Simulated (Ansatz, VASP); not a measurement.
WC in VASP and in Ansatz

```
W C
1.0
     3.16376    0.00000    0.00000
    -1.58188    2.73989    0.00000
     0.00000    0.00000    5.06665
W C
2 2
Cartesian
  0.0000 1.8266 0.0000
  1.5819 0.9133 2.5333
  0.0000 1.8266 1.9360
  1.5819 0.9133 4.4693
```

Alike in both runs: task single point; functional r2SCAN; k mesh 6 × 6 × 4; occupations gaussian, width 0.1 eV; no spin polarisation.

```csv
,VASP,Ansatz
version,VASP 6.6.1,Ansatz 0.2.0
potentials or method,"VASP PAW PBE potentials, release 64 (W_sv, C)","scalar-relativistic, plane waves, PAW"
plane-wave cutoff (eV),520,500
valence electrons in the cell,36,36
```

Ansatz gave:

| Item | Value |
| --- | --- |
| gap on the k mesh at the Fermi level (eV) | none |
| rms of the force components (eV/Å) | 0.842 |

Task: Which values does VASP return?

Result: gap on the k mesh at the Fermi level (eV): none; rms of the force components (eV/Å): 0.840.

Atom by atom the forces differ by 0.003 eV/Å (rms over components). A gap of «none» marks a metal or a gap that the smearing closes. The functional is the same, so the differences come from potentials, cutoffs and numerics.

Caveats: the k mesh is coarse (spacing up to 0.38 Å⁻¹), so the values aren't converged; the PAW data sets were made with another functional, which shifts forces and pressure a little (VASP). The runs have no spin-orbit coupling, so splittings on W are missing.
